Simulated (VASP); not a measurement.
Input of a VASP 6.6.1 run:

The input INCAR:

```
SYSTEM = ZnS
PREC = Accurate
ENCUT = 520
EDIFF = 1E-6
ISMEAR = 0
SIGMA = 0.02
LREAL = .FALSE.
LASPH = .TRUE.
NELM = 100
ALGO = Normal
ISIF = 2
LWAVE = .FALSE.
LCHARG = .FALSE.
METAGGA = R2SCAN
LMIXTAU = .TRUE.
NBANDS = 16
```

File KPOINTS:

```
Automatic mesh
0
G
  10 10 10
  0 0 0
```

Contents of POSCAR:

```
ZnS
1.0
    0.0000000000      2.7020000000      2.7020000000
    2.7020000000      0.0000000000      2.7020000000
    2.7020000000      2.7020000000      0.0000000000
Zn S
1 1
Direct
    0.7500000000      0.7500000000      0.7500000000
    0.0000000000      0.0000000000      0.0000000000
```

The input KPOINTS_OPT:

```
path GXWKGLUWLK,UX
10
line-mode
reciprocal
 0.0000000000  0.0000000000  0.0000000000  G
 0.5000000000  0.0000000000  0.5000000000  X

 0.5000000000  0.0000000000  0.5000000000  X
 0.5000000000  0.2500000000  0.7500000000  W

 0.5000000000  0.2500000000  0.7500000000  W
 0.3750000000  0.3750000000  0.7500000000  K

 0.3750000000  0.3750000000  0.7500000000  K
 0.0000000000  0.0000000000  0.0000000000  G

 0.0000000000  0.0000000000  0.0000000000  G
 0.5000000000  0.5000000000  0.5000000000  L

 0.5000000000  0.5000000000  0.5000000000  L
 0.6250000000  0.2500000000  0.6250000000  U

 0.6250000000  0.2500000000  0.6250000000  U
 0.5000000000  0.2500000000  0.7500000000  W

 0.5000000000  0.2500000000  0.7500000000  W
 0.5000000000  0.5000000000  0.5000000000  L

 0.5000000000  0.5000000000  0.5000000000  L
 0.3750000000  0.3750000000  0.7500000000  K

 0.6250000000  0.2500000000  0.6250000000  U
 0.5000000000  0.0000000000  0.5000000000  X
```

Potentials or basis: VASP PAW PBE potentials, release 64 (Zn, S).

Launch:

```bash
$ cat potpaw_PBE.64/Zn/POTCAR potpaw_PBE.64/S/POTCAR > POTCAR
$ mpirun -np 1 vasp_std > vasp.out
```

(1) Estimate the pressure.

(2) Predict the band gap along the path.

Results:

(1) -0.6 GPa.

(2) 2.67 eV, direct.

Caveat: the PAW data sets were made with another functional, which shifts forces and pressure a little.

**Measured values to compare with.**

“Electronic, vibrational, and thermodynamic properties of ZnS (zincblende and rocksalt structure)”, 2009, arxiv:0911.5022 quotes, for a bulk crystal of ZnS at 19 K: band gap 3.85 eV (direct).

Measured gap of ZnS: 3.85 eV (direct; 19 K; quoted in “Electronic, vibrational, and thermodynamic properties of ZnS (zincblende and rocksalt structure)”, 2009, arxiv:0911.5022). This calculation gives 2.67 eV (-1.18 eV). The value is that of r2SCAN, without temperature or zero-point motion.
